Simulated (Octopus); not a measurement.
BN:

```
CELL_PARAMETERS angstrom
2.49824 0.00000 0.00000
-1.24912 2.16354 0.00000
0.00000 0.00000 6.63570
ATOMIC_POSITIONS crystal
N 0.66667 0.33333 0.25000
N 0.33333 0.66667 0.75000
B 0.66667 0.33333 0.75000
B 0.33333 0.66667 0.25000
```

Base run:

| Quantity | Value |
| --- | --- |
| Program | Octopus 16.4 |
| Functional | PBE |
| Potentials or basis | pseudodojo_pbe (PseudoDojo 0.5, PBE) |
| Grid spacing | 0.125 Å |
| k mesh | 12 × 12 × 4 |
| Occupations | fermi-dirac, width 0.05 eV |
| Spin | no spin polarisation |

Its results: band gap on the k mesh 4.32 eV, indirect (least direct gap 4.69 eV).

The run is repeated on the same cell with these changes: functional from PBE to PBEsol; potentials or basis from pseudodojo_pbe (PseudoDojo 0.5, PBE) to pseudodojo_pbesol (PseudoDojo 0.4, PBEsol). What comes out?

Band gap on the k mesh 4.21 eV, indirect (least direct gap 4.62 eV).

A k mesh can miss the band edges.

Not every run made on this cell is shown here.
